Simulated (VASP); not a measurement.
Wanted: the native input for a VASP 6.6.1 run.

| Quantity | Value |
| --- | --- |
| Task | optical spectrum |
| Functional | r2SCANh |
| Potentials or basis | VASP PAW PBE potentials, release 64 (Cd, Se) |
| Cutoff | 520 eV |
| k mesh | 4 × 4 × 4 |
| Occupations | tetrahedron |
| Spin | no spin polarisation |
| Grid for exact exchange (PRECFOCK) | Fast |
| Exchange at q = 0 | truncated |
| Further INCAR settings | ALGO = Normal; EDIFF = 1e-06; NBANDS = 41 |

CdSe:

```xyz
2
Lattice="0.0000 2.8740 2.8740 2.8740 0.0000 2.8740 2.8740 2.8740 0.0000" Properties=species:S:1:pos:R:3 pbc="T T T"
Cd    0.0000    0.0000    0.0000
Se    2.8740    2.8740    2.8740
```

Measurements of this composition are mostly on another form, of space group No. 186.

One way to write it, as run:

POSCAR

```
CdSe
1.0
    0.0000000000      2.8739580000      2.8739580000
    2.8739580000      0.0000000000      2.8739580000
    2.8739580000      2.8739580000      0.0000000000
Cd Se
1 1
Cartesian
    0.0000000000      0.0000000000      0.0000000000
    2.8739580000      2.8739580000      2.8739580000
```

INCAR.step1

```
SYSTEM = CdSe
ALGO = Normal
EDIFF = 1E-5
ENCUT = 520
GGA = PE
ISIF = 2
ISMEAR = -5
LASPH = .True.
LCHARG = .False.
LREAL = .False.
LWAVE = .True.
NBANDS = 41
NELM = 80
PREC = Accurate
SIGMA = 0.05
```

INCAR.step2

```
SYSTEM = CdSe
AEXX = 0.1
ALGO = Normal
CSHIFT = 0.1
EDIFF = 1E-6
ENCUT = 520
HFRCUT = -1
ISIF = 2
ISMEAR = -5
ISTART = 1
LASPH = .True.
LCHARG = .False.
LHFCALC = .True.
LMIXTAU = .True.
LOPTICS = .True.
LREAL = .False.
LWAVE = .False.
METAGGA = R2SCAN
NBANDS = 41
NEDOS = 1000
NELM = 80
PREC = Accurate
PRECFOCK = Fast
SIGMA = 0.05
```

KPOINTS

```
k-points
0
Gamma
  4 4 4
  0 0 0
```

Potentials or basis: VASP PAW PBE potentials, release 64 (Cd, Se).

Launch:

```console
$ cat potpaw_PBE.64/Cd/POTCAR potpaw_PBE.64/Se/POTCAR > POTCAR
$ cp INCAR.step1 INCAR
$ mpirun -np 1 vasp_std > vasp.out
$ cp INCAR.step2 INCAR
$ mpirun -np 1 vasp_std > vasp.out
```

Results of the run:

- Pressure: -1.9 GPa
- Band gap on the k mesh: 0.56 eV, indirect (least direct gap 1.81 eV)

Caveat: the k mesh is coarse (spacing up to 0.47 Å⁻¹), so the values aren't converged, least of all with exact exchange; spectra need much finer meshes, so this one isn't converged; independent-particle spectra lack excitons; the PAW data sets were made with another functional, which shifts forces and pressure a little.

Wall time 11 min on 1 thread of Intel(R) Xeon(R) Platinum 8488C (Sapphire Rapids), with other jobs on the host, peak memory 0.19 GiB.
